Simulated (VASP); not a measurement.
# Si in VASP: how settings move the PBE single point

Aim: see what changed inputs do to the PBE single point of diamond Si, under +2.0 % equal strain in all directions.

The runs shown are made with VASP 6.6.1. PAW datasets, plane waves. (Simulation; spin polarisation is off (in the reference).)

**1. The structure to begin with**

The cell comes from an earlier relaxation with r2SCAN in another program. Some of the altered inputs switch spin polarisation on.

The symmetry is Fd-3m (No. 227, cubic); conventional cell a = 5.553 Å, 21.41 Å³ an atom. Around Si lie 4 Si at 2.40 Å.

Coordinates:

```cif
data_structure
_symmetry_space_group_name_H-M 'P 1'
_symmetry_Int_Tables_number 1
_cell_length_a 3.9267
_cell_length_b 3.9267
_cell_length_c 3.9267
_cell_angle_alpha 60.000
_cell_angle_beta 60.000
_cell_angle_gamma 60.000
_cell_volume 42.81
loop_
_atom_site_label
_atom_site_type_symbol
_atom_site_fract_x
_atom_site_fract_y
_atom_site_fract_z
_atom_site_occupancy
Si1 Si 0.00000 0.00000 0.00000 1
Si2 Si 0.25000 0.25000 0.25000 1
```

**2. The reference run**

The input, INCAR:

```
ENCUT = 520.000000
SIGMA = 0.020000
EDIFF = 1.00e-07
GGA = PE
PREC = Accurate
IBRION = -1
ISIF = 2
ISMEAR = -1
NBANDS = 11
NELM = 120
NSW = 0
LASPH = .TRUE.
LCHARG = .FALSE.
LWAVE = .FALSE.
LREAL = .FALSE.
```

The input, KPOINTS:

```
KPOINTS created by Atomic Simulation Environment
0
Gamma
8 8 8
0 0 0
```

The input, POSCAR:

```
Si
 1.0000000000000000
     0.0000000000000000    2.7765612735000000    2.7765612735000000
     2.7765612735000000    0.0000000000000000    2.7765612735000000
     2.7765612735000000    2.7765612735000000    0.0000000000000000
 Si
   2
Cartesian
  0.0000000000000000  0.0000000000000000  0.0000000000000000
  1.3882806367499998  1.3882806367499998  1.3882806367499998
```

A file KPOINTS_OPT adds named points for the levels; it doesn't enter the self-consistent loop.

Potentials: the recommended PBE PAW datasets, 8 valence electrons.

Command:

```bash
> mpirun -np 1 vasp_std
```

**3. Altered input 1**

Changes to INCAR since step 2:

```diff
@@ -3,3 +3,2 @@
 EDIFF = 1.00e-07
-GGA = PE
 PREC = Accurate
@@ -15 +14,2 @@
 LREAL = .FALSE.
+GGA = AM
```

KPOINTS is that of step 2.

POSCAR is that of step 2.

**4. Altered input 2**

Changes to INCAR since step 2:

```diff
@@ -15 +15,3 @@
 LREAL = .FALSE.
+ISPIN = 2
+MAGMOM = 2 2
```

KPOINTS is that of step 2.

POSCAR is that of step 2.

**5. Altered input 3**

Changes to INCAR since step 2:

```diff
@@ -8,4 +8,2 @@
 ISMEAR = -1
-NBANDS = 11
-NELM = 120
 NSW = 0
@@ -14,2 +12,5 @@
 LWAVE = .FALSE.
-LREAL = .FALSE.
+ISYM = 0
+NBANDS = 16
+LREAL = Auto
+NELM = 94
```

The input, KPOINTS:

```
KPOINTS created by Atomic Simulation Environment
0
Gamma
4 4 4
0 0 0
```

POSCAR is that of step 2.

**6. Altered input 4**

Changes to INCAR since step 2:

```diff
@@ -9,3 +9,2 @@
 NBANDS = 11
-NELM = 120
 NSW = 0
@@ -15 +14,2 @@
 LREAL = .FALSE.
+NELM = 56
```

The input, KPOINTS:

```
KPOINTS created by Atomic Simulation Environment
0
Gamma
1 1 1
0 0 0
```

POSCAR is that of step 2.

**Question.** What will these runs give? Wanted: for each run, changed; ending; energy change; pressure; electronic steps; usable.

**Answer**, as computed:

| run | changed | ending | energy change (meV/atom) | pressure (GPa) | gap on the mesh (eV; negative: overlap) | electronic steps | time | usable |
| --- | --- | --- | --- | --- | --- | --- | --- | --- |
| ref. | – | converged | 0 | -3.7 | 0.72 | 13 | 18 s | yes |
| 1 | GGA = AM | converged | – | -5.1 | 0.65 | 12 | 18 s | yes |
| 2 | ISPIN = 2, MAGMOM = 2 2 | converged | 0.0 | -3.7 | – | 15 | 34 s | yes |
| 3 | ISYM = 0, NBANDS = 16, LREAL = Auto, NELM = 94, mesh 4×4×4 | converged | 87.0 | -3.2 | 0.82 | 14 | 39 s | no |
| 4 | mesh 1×1×1 | converged | 8171.5 | 31.5 | 2.28 | 13 | 3.1 s | no |

Of 4 altered inputs, 2 ended normally on a faulty or unsound input, 2 gave usable results.
